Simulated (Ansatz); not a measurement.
# Hg2Se: the cost of one run

Program: Ansatz 0.2.0. Level of theory: DFT PBE, scalar-relativistic, plane waves, PAW. These are calculated values, not measurements.

2 further runs of the same task are left out: 1 that didn't finish, 1 set aside as unsound or not needed.

**1. The structure to begin with**

The structure is trigonal, space group P-3m1 (No. 164). Conventional cell: a = 4.153 Å, b = 4.153 Å, c = 5.130 Å, α = 90.00°, β = 90.00°, γ = 120.00°. Hg (site symmetry 3m) is surrounded by 3 Se at 2.90 Å and 3 Hg at 3.04 Å. Se (site symmetry -3m) is surrounded by 6 Hg at 2.90 Å.

Structure file:

```cif
data_structure
_symmetry_space_group_name_H-M 'P 1'
_symmetry_Int_Tables_number 1
_cell_length_a 4.1532
_cell_length_b 4.1532
_cell_length_c 5.1302
_cell_angle_alpha 90.000
_cell_angle_beta 90.000
_cell_angle_gamma 120.000
_cell_volume 76.64
loop_
_atom_site_label
_atom_site_type_symbol
_atom_site_fract_x
_atom_site_fract_y
_atom_site_fract_z
_atom_site_occupancy
Hg1 Hg 0.66667 0.33333 0.18223 1
Hg2 Hg 0.33333 0.66667 0.81777 1
Se1 Se 0.00000 0.00000 0.50000 1
```

The cell was relaxed beforehand at this level, from a database cell with other species swapped in; it is a trial structure. At a tolerance of 0.05 Å it has space group P-3m1 (No. 164); it has 25.55 Å³/atom, an uncorrected energy of -0.04 eV/atom over the elements.

**2. Electronic structure at the relaxed geometry**

input.yaml

```yaml
crystal:
  lattice:
    - [4.1532357539, 0.0, 0.0]
    - [-2.0766178769, 3.5968076708, 0.0]
    - [0.0, 0.0, 5.1302253869]
  atoms:
    - { symbol: Hg, position: [0.6666666667, 0.3333333333, 0.1822306621] }
    - { symbol: Hg, position: [0.3333333333, 0.6666666667, 0.8177693379] }
    - { symbol: Se, position: [0.0, 0.0, 0.5] }
basis:
  ecutwfc: 420
kpoints:
  mp_grid: { grid: [12, 12, 10] }
  band_path:
    path:
      - [[0.0, 0.0, 0.0], [0.5, 0.0, 0.0], [0.33333333, 0.33333333, 0.0], [0.0, 0.0, 0.0], [0.0, 0.0, 0.5], [0.5, 0.0, 0.5], [0.33333333, 0.33333333, 0.5], [0.0, 0.0, 0.5]]
      - [[0.5, 0.0, 0.5], [0.5, 0.0, 0.0]]
      - [[0.33333333, 0.33333333, 0.5], [0.33333333, 0.33333333, 0.0]]
    npoints: 14
hamiltonian:
  xc: pbe
scf:
  occupations: { method: gaussian, width: 0.1 }
  n_extra_bands: 7
output:
  forces: true
  stress: true
  eigenvalues: true
  populations: true
  dos: { projected: true, de: 0.02, nscf_kmesh: { grid: [15, 15, 12] } }
  bader: true
  write_density: true
  write_potential: true
  elf: true
  volumetric_format: npy
```

Command:

```
$ ansatz run input.yaml --threads 1 --pin off --max-ram 2048MiB --backend cpu --events-out ev --progress --plain --runs-dir out
```

Q: Estimate wall time and peak memory on 1 thread of Intel Xeon 6975P-C (Granite Rapids), shared host.

About 38 s, with a peak of 0.74 GiB.
